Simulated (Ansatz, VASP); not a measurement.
TaN in VASP and in Ansatz

The input INCAR:

```
SYSTEM = TaN
  PREC = Accurate
  ENCUT = 520
  EDIFF = 1E-6
  ISMEAR = -1
  SIGMA = 0.02
  LREAL = .False.
  LASPH = .True.
  NELM = 100
  ALGO = Normal
  ISIF = 2
  LWAVE = .False.
  LCHARG = .False.
  GGA = PE
  NBANDS = 15
```

KPOINTS

```
regular mesh
0
Gamma
  12 12 10
  0 0 0
```

The input POSCAR:

```
TaN
1.0
    2.9830858739      0.0000000000      0.0000000000
   -1.4915429370      2.5834281485      0.0000000000
    0.0000000000      0.0000000000      2.7965100000
Ta N
1 1
Direct
    0.3333333333      0.6666666667      0.5000000000
    0.0000000000      0.0000000000      0.0000000000
```

Input for Ansatz:

```yaml
crystal:
  lattice:
    - [2.9830858739, 0.0, 0.0]
    - [-1.491542937, 2.5834281485, 0.0]
    - [0.0, 0.0, 2.79651]
  atoms:
    - { symbol: Ta, position: [0.3333333333, 0.6666666667, 0.5] }
    - { symbol: "N", position: [0.0, 0.0, 0.0] }
kpoints:
  mp_grid: { grid: [12, 12, 10] }
scf:
  occupations: { method: fermi_dirac, width: 0.02 }
hamiltonian:
  xc: pbe
  pseudopotentials: { kind: all_electron, lapw: { basis_error: 0.00025 } }
output:
  forces: true
  stress: true
  eigenvalues: true
```

Change from the starting cell: z stretched by -3 % at fixed volume.

Alike in both runs: task single point; functional PBE; k mesh 12 × 12 × 10; occupations fermi-dirac, width 0.02 eV; no spin polarisation.

|  | VASP | Ansatz |
| --- | --- | --- |
| version | VASP 6.6.1 | Ansatz 0.2.0 |
| potentials or method | VASP PAW PBE potentials, release 64 (Ta_pv, N) | all-electron LAPW, scalar-relativistic |
| plane-wave cutoff (eV) | 520 | see its input |

```tsv
	VASP	Ansatz	Ansatz less VASP
pressure (GPa)	7.1	6.5	-0.59
largest component of the traceless stress (GPa)	20.84	20.67	-0.174
```

Ansatz ran all-electron here, so the differences hold the error of VASP's frozen core and of both bases.

The runs have no spin-orbit coupling, so splittings on Ta are missing.
